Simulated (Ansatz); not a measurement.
**V under changes of volume**

One of the cells (13.891 Å³/atom); the others are scaled copies at fixed shape and fractional positions:

```
V
1.0
    -1.51435    1.51435    1.51435
     1.51435   -1.51435    1.51435
     1.51435    1.51435   -1.51435
V
1
Direct
  0.00000 0.00000 0.00000
```

- Program: Ansatz 0.2.0
- Functional: r2SCAN
- Potentials or basis: Ansatz PAW
- Cutoff: 500 eV (not typed: the program's choice for these potentials)
- k mesh: 12 × 12 × 12
- Occupations: fermi-dirac, width 0.05 eV
- Spin: collinear spin, ferromagnetic start
- Starting moments: [2.0] μB

```csv
volume (Å³/atom),energy over the lowest point (meV/atom),pressure (GPa),moment (μB per cell)
13.058,?,?,?
13.336,0.00,0.3,0.49
13.613,2.41,-3.4,0.52
13.891,11.07,-6.7,0.54
14.169,25.29,-9.8,0.56
14.447,44.51,-12.5,0.58
14.725,68.27,-14.9,0.60
```

Problem. What does the run at 13.058 Å³/atom give?

Solution. Energy over the lowest point 4.72 meV/atom; pressure 4.2 GPa; moment 0.41 μB per cell.

Worked out: A Birch-Murnaghan fit of order 3 (a polynomial in V^(-2/3)) to the other rows has its minimum at 13.37 Å³/atom with B0 = V·E''(V) = 189 GPa and B' = 4.2. It gives 4.47 meV/atom at 13.058 Å³/atom, against the run's 4.72, and -dE/dV = 4.7 GPa, against 4.2. A straight line through the other rows of the moment, of slope 0.0771 μB per Å³/atom, extrapolates to 0.47 μB, against the run's 0.41.

Energies are extrapolated to zero smearing.

Caveats: the magnetic or orbital state may not be the lowest; the PAW data sets come from PBE, with cores solved anew for the run's functional, which leaves a small shift of forces and pressure.
